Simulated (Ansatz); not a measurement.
# TaC: the cost of one run

Program: the Python package of Ansatz 0.2.0. The levels of theory stand in the script. These are calculated values, not measurements.

The COD entry's cell or inner coordinates are ideal or old and differ from later refinements, so a difference from it is no clean test against experiment.

## (1) The structure

It takes space group Fm-3m (No. 225, cubic). Conventional cell: a = 4.446 Å, b = 4.446 Å, c = 4.446 Å, α = 90.00°, β = 90.00°, γ = 90.00°. Ta (site symmetry m-3m) is surrounded by 6 C at 2.22 Å. Around C (site symmetry m-3m) lie 6 Ta at 2.22 Å.

The script holds or builds the structure itself.

## (2) The code

File lattice.py:

```python
'''Relaxed cell of TaC under several functionals.'''

from dataclasses import dataclass
import warnings

import ansatz as az
import numpy as np
from pymatgen.core import Lattice, Structure
from pymatgen.io.ase import AseAtomsAdaptor


@dataclass(frozen=True)
class Options:
    ecut: int = 420
    kspacing: float = 0.22
    smearing: str = 'fermi_dirac'
    width_ev: float = 0.05
    scf_tol: float = 1e-09
    fmax: float = 0.05


settings = Options()

def edges_and_angles(cell):
    cell = np.asarray(cell)
    a, b, c = np.linalg.norm(cell, axis=1)
    cosines = cell[1] @ cell[2] / (b * c), cell[0] @ cell[2] / (a * c), cell[0] @ cell[1] / (a * b)
    return (a, b, c, *np.degrees(np.arccos(cosines)))

warnings.simplefilter('ignore', az.DeckWarning)

pmg_structure = Structure(
    Lattice([(0.0, 2.223, 2.223), (2.223, 0.0, 2.223), (2.223, 2.223, 0.0)]),
    ['Ta', 'C'],
    [
        (0.0, 0.0, 0.0),
        (0.5, 0.5, 0.5),
    ],
)
cell = az.Crystal.from_ase(AseAtomsAdaptor.get_atoms(pmg_structure))

model = (
    cell.calculation()
    .basis(settings.ecut)
    .kpoints(spacing=settings.kspacing)
    .occupations(settings.smearing, width=settings.width_ev)
    .scf(tolerance=settings.scf_tol)
    .relax(cell=True, force_tolerance=settings.fmax)
)

levels = [('pbe', 'none'), ('pbe', 'd4'), ('pbesol', 'none')]
print('level            a       b       c    alpha   beta  gamma  V/atom  steps')
for name, dispersion in levels:
    seen = []
    run = model.functional(name, dispersion=dispersion).session().plan()
    done = run.execute(on_event=lambda e: seen.append(e) if e['event'] == 'relax_step' else None)
    cell = done.lattice.cell_ang
    label = name if dispersion == 'none' else f'{name}+{dispersion}'
    print('{:13s} {:7.4f} {:7.4f} {:7.4f} {:6.2f} {:6.2f} {:6.2f}'.format(label, *edges_and_angles(cell)), f'{abs(np.linalg.det(cell)) / len(done.lattice.sites):7.3f} {len(seen):5d}')
```

## (3) The calls as engine input

The package turns the script's settings into the engine's input (first run):

```yaml
crystal:
  lattice:
    - [0.0, 2.223, 2.223]
    - [2.223, 0.0, 2.223]
    - [2.223, 2.223, 0.0]
  atoms:
    - { symbol: Ta, position: [0.0, 0.0, 0.0] }
    - { symbol: C, position: [0.5, 0.5, 0.5] }
basis:
  ecutwfc: 420.0
kpoints:
  mp_grid:
    kspacing: 0.22
hamiltonian:
  xc: pbe
  dispersion: none
scf:
  convergence:
    dr2_threshold: 1.0e-09
  occupations:
    method: fermi_dirac
    width: 0.05
relax:
  f_tol: 0.05
  cell: {}
```

## (4) The run

Started as:

```console
$ python lattice.py
```

Q: Estimate wall time and peak memory on 1 thread of Arm Neoverse V2, shared host.

About 17 s, with a peak of 0.45 GiB.
